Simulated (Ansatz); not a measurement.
# TiCo: the cost of one run

Computed with Ansatz 0.2.0 (DFT PBE, scalar-relativistic, plane waves, PAW, unless a step's input says otherwise).

## 1. The structure to begin with

Symmetry: F-43m, No. 216, cubic system. Conventional cell: a = 4.858 Å, b = 4.858 Å, c = 4.858 Å, α = 90.00°, β = 90.00°, γ = 90.00°. Ti (site symmetry -43m) is surrounded by 4 Co at 2.10 Å. Around Co (site symmetry -43m) lie 4 Ti at 2.10 Å.

Coordinates:

```cif
data_structure
_symmetry_space_group_name_H-M 'P 1'
_symmetry_Int_Tables_number 1
_cell_length_a 3.4352
_cell_length_b 3.4352
_cell_length_c 3.4352
_cell_angle_alpha 60.000
_cell_angle_beta 60.000
_cell_angle_gamma 60.000
_cell_volume 28.66
loop_
_atom_site_label
_atom_site_type_symbol
_atom_site_fract_x
_atom_site_fract_y
_atom_site_fract_z
_atom_site_occupancy
Ti1 Ti 0.50000 0.50000 0.50000 1
Co1 Co 0.25000 0.25000 0.25000 1
```

A structure generator made this guess: species swapped into a database cell of ZnTe (F-43m, No. 216), with Ti on the Zn sites and Co on the Te sites. The dimensions are guesses.

## 2. The guess as it stands, on a coarse mesh

Input file input.yaml:

```yaml
crystal:
  lattice:
    - [0.0, 2.42902084, 2.42902084]
    - [2.42902084, 0.0, 2.42902084]
    - [2.42902084, 2.42902084, 0.0]
  atoms:
    - { symbol: Ti, position: [0.5, 0.5, 0.5] }
    - { symbol: Co, position: [0.25, 0.25, 0.25], spin: 3.0 }
basis:
  ecutwfc: 420
kpoints:
  mp_grid: { grid: [6, 6, 6] }
hamiltonian:
  xc: pbe
scf:
  occupations: { method: gaussian, width: 0.1 }
  lower_state_search: "off"
output:
  forces: true
  stress: true
  eigenvalues: true
  populations: true
magnetization:
  spin_polarized: true
```

Launch:

```console
$ ansatz run input.yaml --threads 1 --pin off --max-ram 2560MiB --backend cpu --events-out ev --progress --plain --runs-dir out
```

Q: Estimate wall time and peak memory on 1 thread of Intel Xeon at 2.70GHz, shared host.

About 6.5 s, with a peak of 0.33 GiB.
